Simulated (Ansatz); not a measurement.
**TaN: enthalpy against pressure**

TaN, Fm-3m, a = 4.397 Å. This isn't the usual stable structure of the compound. Ansatz: r2SCAN, PAW, 500 eV, Γ-centred 16×16×16 mesh on 2 atoms, Gaussian smearing 0.10 eV; no spin polarisation. Cell and atoms are relaxed at each pressure, and no other structure is tried, so the rows at high pressure may lie past a change of phase. y is the enthalpy over the state at zero pressure; there V0 = 10.623 Å³/atom. The pressures are the targets, met within 0.02 GPa.

```
P (GPa) y (eV/atom)
   -1.0      -0.0664
    0.0       0.0000
    1.0       0.0662
    4.0       0.2637
   12.0       0.7828
   25.0       1.6049
   50.0            ?
   90.0       5.4160
```

Fit y = c1 P + c2 P² + c3 P³ to the other rows, say what c1 and c2 mean, and predict the missing value.

Least squares on the rows shown. y = 0.066267 P − 8.8686×10⁻⁵ P² + 2.3368×10⁻⁷ P³. Since dH/dP = V, c1 is V0: 0.066267 eV/GPa × 160.2 = 10.616 Å³ against 10.623; c2 = −V0/(2B0) gives B0 = 374 GPa, where a Birch–Murnaghan fit to the volumes of the same runs (not shown) gives 351 GPa: a cubic over this range folds the higher terms into c2. At P = 50.0 the fit asked for gives 3.1208 eV/atom. The run gave 3.1234 eV/atom, so the fit is 0.0026 eV/atom too low, 0.047 % of the span of the series, against an rms of 0.00003 eV/atom on the fitted rows. With a term in P⁴ added, a fit to the same known rows predicts 3.1233 eV/atom, so most of the miss is curvature that the known rows already hold.

The mesh isn't the same in all rows (16×16×16, 18×18×18). Spin–orbit coupling is left out, which can shift energies with elements as heavy as these.